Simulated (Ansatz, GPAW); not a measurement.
This is a calculation of TePb for Ansatz 0.2.0. 

input.yaml

```yaml
crystal:
  lattice:
    - [0.0, 3.231, 3.231]
    - [3.231, 0.0, 3.231]
    - [3.231, 3.231, 0.0]
  atoms:
    - { symbol: Pb, position: [0.0, 0.0, 0.0] }
    - { symbol: Te, position: [0.5, 0.5, 0.5] }
kpoints:
  mp_grid: { grid: [7, 7, 7] }
scf:
  occupations: { method: gaussian, width: 0.03 }
hamiltonian:
  xc: pbe
  pseudopotentials: { kind: all_electron, lapw: { basis_error: 0.001 } }
output:
  forces: true
  stress: true
  eigenvalues: true
```

Potentials or basis: all-electron LAPW, scalar-relativistic.

The run is started by

```sh
$ ansatz run input.yaml --threads 1 --pin off --max-ram 3072MiB --backend cpu --events-out ev --progress --plain --runs-dir out
```

Task: Set up the same calculation for GPAW 26.7.0 (ASE script). Potentials or basis there: GPAW PAW data sets (gpaw-data 1.2.1), cutoff 600 eV.

Result: As run (cutoffs and basis follow the program's own potentials, and thresholds, step limits or extra output files can differ):

Contents of run.py:

```python
from ase.dft.bandgap import bandgap
from ase.io import read, write
from ase.units import Bohr, GPa
from gpaw import GPAW, PW
from gpaw.elf import elf_from_dft_calculation

atoms = read('TePb.xyz')

calc = GPAW(mode=PW(600),
            xc='PBE',
            kpts={'size': (7, 7, 7), 'gamma': True},
            occupations={'name': 'methfessel-paxton', 'order': 0, 'width': 0.03},
            nbands=19,
            convergence={'density': 1e-05, 'energy': 1e-05},
            maxiter=150,
            txt='gpaw.txt')
atoms.calc = calc
energy = atoms.get_potential_energy()
forces = atoms.get_forces()
stress = atoms.get_stress()
calc.write('gs.gpw')
write('result.traj', atoms)
print(f'Energy: {energy:.6f} eV')
print('Forces (eV/A):')
print(forces.round(4))
print('Stress (GPa):', (stress / GPa).round(3))
print('Fermi level:', round(calc.get_fermi_level(), 4), 'eV')
print(f'Gap: {bandgap(calc)[0]:.4f} eV, direct: {bandgap(calc, direct=True)[0]:.4f} eV')

# fields on the real-space grid
write('density.cube', atoms, data=calc.get_pseudo_density() * Bohr**3)
write('potential.cube', atoms, data=calc.get_electrostatic_potential())
write('elf.cube', atoms, data=elf_from_dft_calculation(calc).data)
```

File TePb.xyz:

```xyz
2
Lattice="0.0000000000 3.2310000000 3.2310000000 3.2310000000 0.0000000000 3.2310000000 3.2310000000 3.2310000000 0.0000000000" Properties=species:S:1:pos:R:3 pbc="T T T"
Pb     0.0000000000      0.0000000000      0.0000000000
Te     3.2310000000      3.2310000000      3.2310000000
```

Potentials or basis: GPAW PAW data sets (gpaw-data 1.2.1), pw.

The run is started by

```bash
$ OMP_NUM_THREADS=1 python run.py
```

Both were run:

|  | Ansatz | GPAW |
| --- | --- | --- |
| Pressure | 2.1 GPa | 1.8 GPa |

Where Ansatz's input types no cutoff or centring, it takes its own default and a Γ-centred mesh.

Pressure is positive in compression.
